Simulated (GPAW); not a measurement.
Here is a GPAW 26.7.0 calculation.

The input run.py:

```python
import numpy as np
import spglib
from ase import Atoms
from ase.dft.bandgap import bandgap
from ase.io import read, write
from ase.units import GPa
from gpaw import GPAW, PW, setup_paths
from gpaw.spinorbit import soc_eigenstates

setup_paths.insert(0, '.')

atoms = read('PbSe.cif')
cell, positions, numbers = spglib.find_primitive(
    (atoms.cell[:], atoms.get_scaled_positions(), atoms.numbers), symprec=1e-4)
atoms = Atoms(numbers, cell=cell, scaled_positions=positions, pbc=True)

calc = GPAW(mode=PW(600),
            xc='WC',
            kpts={'size': (6, 6, 6), 'gamma': True},
            occupations={'name': 'fermi-dirac', 'width': 0.05},
            nbands=19,
            convergence={'density': 1e-05, 'energy': 1e-05},
            maxiter=150,
            txt='gpaw.txt')
atoms.calc = calc
energy = atoms.get_potential_energy()
forces = atoms.get_forces()
stress = atoms.get_stress()
calc.write('gs.gpw')
write('result.traj', atoms)
print(f'Energy: {energy:.6f} eV')
print('Forces (eV/A):')
print(forces.round(4))
print('Stress (GPa):', (stress / GPa).round(3))
print('Fermi level:', round(calc.get_fermi_level(), 4), 'eV')
print(f'Gap: {bandgap(calc)[0]:.4f} eV, direct: {bandgap(calc, direct=True)[0]:.4f} eV')

path = atoms.cell.bandpath('GXWKGLUWLK,UX', npoints=80, eps=1e-4)
bs_calc = calc.fixed_density(kpts=path, symmetry='off', nbands=31,
                             convergence={'bands': 'CBM+6.0', 'eigenstates': 1e-6}, txt='bands.txt')
bs = bs_calc.band_structure()
bs.write('bs.json')
print(f'Gap on the path: {bandgap(bs_calc)[0]:.4f} eV')

soc = soc_eigenstates(bs_calc, theta=0, phi=0)
np.savetxt('soc_bands.dat', soc.eigenvalues(), fmt='%.4f')
mesh = soc_eigenstates('gs.gpw', theta=0, phi=0)
np.savetxt('soc_mesh.dat', mesh.eigenvalues(), fmt='%.4f')
print('Fermi level with spin-orbit coupling:', round(mesh.fermi_level, 4), 'eV')
```

Contents of PbSe.cif:

```cif
data_PbSe
_cell_length_a 6.12130000
_cell_length_b 6.12130000
_cell_length_c 6.12130000
_cell_angle_alpha 90.00000000
_cell_angle_beta 90.00000000
_cell_angle_gamma 90.00000000
_space_group_name_H-M_alt 'Fm-3m'
_space_group_name_Hall '-F 4 2 3'
_space_group_IT_number 225
loop_
_space_group_symop_operation_xyz
'x,y,z'
'-x,-y,-z'
'-y,x,z'
'y,-x,-z'
'-x,-y,z'
'x,y,-z'
'y,-x,z'
'-y,x,-z'
'x,-y,-z'
'-x,y,z'
'-y,-x,-z'
'y,x,z'
'-x,y,-z'
'x,-y,z'
'y,x,-z'
'-y,-x,z'
'z,x,y'
'-z,-x,-y'
'z,-y,x'
'-z,y,-x'
'z,-x,-y'
'-z,x,y'
'z,y,-x'
'-z,-y,x'
'-z,x,-y'
'z,-x,y'
'-z,-y,-x'
'z,y,x'
'-z,-x,y'
'z,x,-y'
'-z,y,x'
'z,-y,-x'
'y,z,x'
'-y,-z,-x'
'x,z,-y'
'-x,-z,y'
'-y,z,-x'
'y,-z,x'
'-x,z,y'
'x,-z,-y'
'-y,-z,x'
'y,z,-x'
'-x,-z,-y'
'x,z,y'
'y,-z,-x'
'-y,z,x'
'x,-z,y'
'-x,z,-y'
'x,y+1/2,z+1/2'
'-x,-y+1/2,-z+1/2'
'-y,x+1/2,z+1/2'
'y,-x+1/2,-z+1/2'
'-x,-y+1/2,z+1/2'
'x,y+1/2,-z+1/2'
'y,-x+1/2,z+1/2'
'-y,x+1/2,-z+1/2'
'x,-y+1/2,-z+1/2'
'-x,y+1/2,z+1/2'
'-y,-x+1/2,-z+1/2'
[... 41 lines left out ...]
'-x+1/2,-y,z+1/2'
'x+1/2,y,-z+1/2'
'y+1/2,-x,z+1/2'
'-y+1/2,x,-z+1/2'
'x+1/2,-y,-z+1/2'
'-x+1/2,y,z+1/2'
'-y+1/2,-x,-z+1/2'
'y+1/2,x,z+1/2'
'-x+1/2,y,-z+1/2'
'x+1/2,-y,z+1/2'
'y+1/2,x,-z+1/2'
'-y+1/2,-x,z+1/2'
'z+1/2,x,y+1/2'
'-z+1/2,-x,-y+1/2'
'z+1/2,-y,x+1/2'
'-z+1/2,y,-x+1/2'
'z+1/2,-x,-y+1/2'
'-z+1/2,x,y+1/2'
'z+1/2,y,-x+1/2'
'-z+1/2,-y,x+1/2'
'-z+1/2,x,-y+1/2'
'z+1/2,-x,y+1/2'
'-z+1/2,-y,-x+1/2'
'z+1/2,y,x+1/2'
'-z+1/2,-x,y+1/2'
'z+1/2,x,-y+1/2'
'-z+1/2,y,x+1/2'
'z+1/2,-y,-x+1/2'
'y+1/2,z,x+1/2'
'-y+1/2,-z,-x+1/2'
'x+1/2,z,-y+1/2'
'-x+1/2,-z,y+1/2'
'-y+1/2,z,-x+1/2'
'y+1/2,-z,x+1/2'
'-x+1/2,z,y+1/2'
'x+1/2,-z,-y+1/2'
'-y+1/2,-z,x+1/2'
'y+1/2,z,-x+1/2'
'-x+1/2,-z,-y+1/2'
'x+1/2,z,y+1/2'
'y+1/2,-z,-x+1/2'
'-y+1/2,z,x+1/2'
'x+1/2,-z,y+1/2'
'-x+1/2,z,-y+1/2'
'x+1/2,y+1/2,z'
'-x+1/2,-y+1/2,-z'
'-y+1/2,x+1/2,z'
'y+1/2,-x+1/2,-z'
'-x+1/2,-y+1/2,z'
'x+1/2,y+1/2,-z'
'y+1/2,-x+1/2,z'
'-y+1/2,x+1/2,-z'
'x+1/2,-y+1/2,-z'
'-x+1/2,y+1/2,z'
'-y+1/2,-x+1/2,-z'
'y+1/2,x+1/2,z'
'-x+1/2,y+1/2,-z'
'x+1/2,-y+1/2,z'
'y+1/2,x+1/2,-z'
'-y+1/2,-x+1/2,z'
'z+1/2,x+1/2,y'
'-z+1/2,-x+1/2,-y'
'z+1/2,-y+1/2,x'
'-z+1/2,y+1/2,-x'
'z+1/2,-x+1/2,-y'
'-z+1/2,x+1/2,y'
'z+1/2,y+1/2,-x'
'-z+1/2,-y+1/2,x'
'-z+1/2,x+1/2,-y'
'z+1/2,-x+1/2,y'
'-z+1/2,-y+1/2,-x'
'z+1/2,y+1/2,x'
'-z+1/2,-x+1/2,y'
'z+1/2,x+1/2,-y'
'-z+1/2,y+1/2,x'
'z+1/2,-y+1/2,-x'
'y+1/2,z+1/2,x'
'-y+1/2,-z+1/2,-x'
'x+1/2,z+1/2,-y'
'-x+1/2,-z+1/2,y'
'-y+1/2,z+1/2,-x'
'y+1/2,-z+1/2,x'
'-x+1/2,z+1/2,y'
'x+1/2,-z+1/2,-y'
'-y+1/2,-z+1/2,x'
'y+1/2,z+1/2,-x'
'-x+1/2,-z+1/2,-y'
'x+1/2,z+1/2,y'
'y+1/2,-z+1/2,-x'
'-y+1/2,z+1/2,x'
'x+1/2,-z+1/2,y'
'-x+1/2,z+1/2,-y'
loop_
_atom_site_label
_atom_site_type_symbol
_atom_site_symmetry_multiplicity
_atom_site_Wyckoff_symbol
_atom_site_fract_x
_atom_site_fract_y
_atom_site_fract_z
_atom_site_occupancy
Pb1 Pb 4 a 0.0000000000 0.0000000000 0.0000000000 1
Se1 Se 4 b 0.5000000000 0.0000000000 0.0000000000 1
```

Potentials or basis: PAW data sets generated in the run's folder for this functional, pw.

Command:

```console
$ gpaw-setup -f WC Pb Se
$ OMP_NUM_THREADS=1 python run.py
```

Question: Predict the band gap on the k mesh.

Answer: 0.48 eV, direct.

Question: What does it give for the band gap along the path?

Answer: 0.41 eV, indirect (least direct gap 0.52 eV).

Levels at the corners of the path, in eV from the valence-band top:
| point | band 18 | band 19 | band 20 | band 21 | band 22 | band 23 |
| --- | --- | --- | --- | --- | --- | --- |
| Γ | -1.28 | -1.28 | -1.28 | 3.08 | 3.08 | 6.00 |
| X | -3.21 | -2.62 | -2.62 | 3.96 | 3.96 | 4.67 |
| W | -3.79 | -0.41 | -0.41 | 1.92 | 1.92 | 5.17 |
| K | -2.55 | -1.94 | -1.94 | 3.19 | 3.19 | 4.49 |
| Γ | -1.28 | -1.28 | -1.28 | 3.08 | 3.08 | 6.00 |
| L | -0.98 | -0.13 | -0.13 | 0.41 | 0.41 | 1.69 |
| U | -2.55 | -1.94 | -1.94 | 3.19 | 3.19 | 4.49 |
| W | -3.79 | -0.41 | -0.41 | 1.92 | 1.92 | 5.17 |
| L | -0.98 | -0.13 | -0.13 | 0.41 | 0.41 | 1.69 |
| K | -2.55 | -1.94 | -1.94 | 3.19 | 3.19 | 4.49 |
| U | -2.55 | -1.94 | -1.94 | 3.19 | 3.19 | 4.49 |
| X | -3.21 | -2.62 | -2.62 | 3.96 | 3.96 | 4.67 |

Caveat: spin-orbit coupling was added after a scalar SCF, so levels and gaps hold it while energy, forces, pressure and moments don't; this program's spin-orbit splittings come out too wide for heavy elements.

**The experiment to reproduce.**

A printed reference work, monograph reports, for a bulk crystal of PbSe at 300 K: band gap 0.28 eV (direct).

A measured direct gap of PbSe is 0.28 eV (direct; 300 K; a printed reference work, monograph); the calculated 0.52 eV misses it by +0.24 eV. 2 values of this kind are on record (0.15 to 0.28 eV); this one was drawn at random. The value is that of WC, without temperature or zero-point motion.
